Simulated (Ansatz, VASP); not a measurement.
**MoS2 in VASP and in Ansatz**

```xyz
6
Lattice="3.1690 0.0000 0.0000 -1.5845 2.7444 0.0000 0.0000 0.0000 12.3240" Properties=species:S:1:pos:R:3 pbc="T T T"
Mo    1.6252    0.9326    9.2677
Mo    0.0415    1.7903    3.0979
S     1.5723    0.9368    4.6686
S     0.0150    1.7765   10.8348
S     1.5887    0.9366    1.5241
S     0.0346    1.8391    7.6755
```

Change from the starting cell: atoms moved at random, drawn with an rms of 0.05 Å.

Alike in both runs: task single point; functional PBE; k mesh 10 × 10 × 3; occupations fermi-dirac, width 0.05 eV; no spin polarisation.

|  | VASP | Ansatz |
| --- | --- | --- |
| version | VASP 6.6.1 | Ansatz 0.2.0 |
| potentials or method | VASP PAW PBE potentials, release 64 (Mo_sv, S) | Ansatz PAW |
| plane-wave cutoff (eV) | 520 | 420 |
| valence electrons in the cell | 52 | 52 |

VASP gave:

| Item | Value |
| --- | --- |
| gap on the k mesh at the Fermi level (eV) | 0.92 |
| least direct gap on the mesh (eV) | 1.76 |
| pressure (GPa) | 1.1 |
| largest component of the traceless stress (GPa) | 1.18 |
| rms of the force components (eV/Å) | 0.529 |

Problem. What did Ansatz give for the same quantities?

Solution. gap on the k mesh at the Fermi level (eV): 0.91; least direct gap on the mesh (eV): 1.75; pressure (GPa): 1.3; largest component of the traceless stress (GPa): 1.19; rms of the force components (eV/Å): 0.529.

Atom by atom the forces differ by 0.006 eV/Å (rms over components). The functional is the same, so the differences come from potentials, cutoffs and numerics.

Caveats: an odd mesh through Γ misses points on the zone boundary, where band edges often lie (VASP); odd divisions of the mesh miss points on the zone boundary, where band edges often lie, so the gap on the mesh can be too wide (Ansatz).
